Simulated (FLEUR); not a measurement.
Crystal: CdF2.

```xyz
3
Lattice="0.0000 2.6940 2.6940 2.6940 0.0000 2.6940 2.6940 2.6940 0.0000" Properties=species:S:1:pos:R:3 pbc="T T T"
Cd    0.0000    0.0000    0.0000
F     4.0410    4.0410    4.0410
F     1.3470    1.3470    1.3470
```

Base run:

| Quantity | Value |
| --- | --- |
| Program | FLEUR MaX-R8.1 (later development tree) |
| Functional | r2SCAN |
| Potentials or basis | all-electron |
| Basis | FLAPW |
| Kmax | 4.47 1/bohr |
| k mesh | 9 × 9 × 9 |
| Occupations | fermi-dirac, width 0.05 eV |
| Spin | no spin polarisation |

Its results: band gap on the k mesh 3.85 eV, indirect (least direct gap 4.34 eV).

Question: The run is repeated on the same cell with these changes: functional from r2SCAN to PBEsol. What comes out?

Answer: Band gap on the k mesh 2.95 eV, indirect (least direct gap 3.42 eV).

r2SCAN gives the wider gap, since meta-GGAs in the generalised Kohn-Sham scheme recover part of the derivative discontinuity.

Caveats: the meta-GGA is that of a development version, with a GGA for the radial functions and cores and without core tails (some runs).

Not every run made on this cell is shown here.
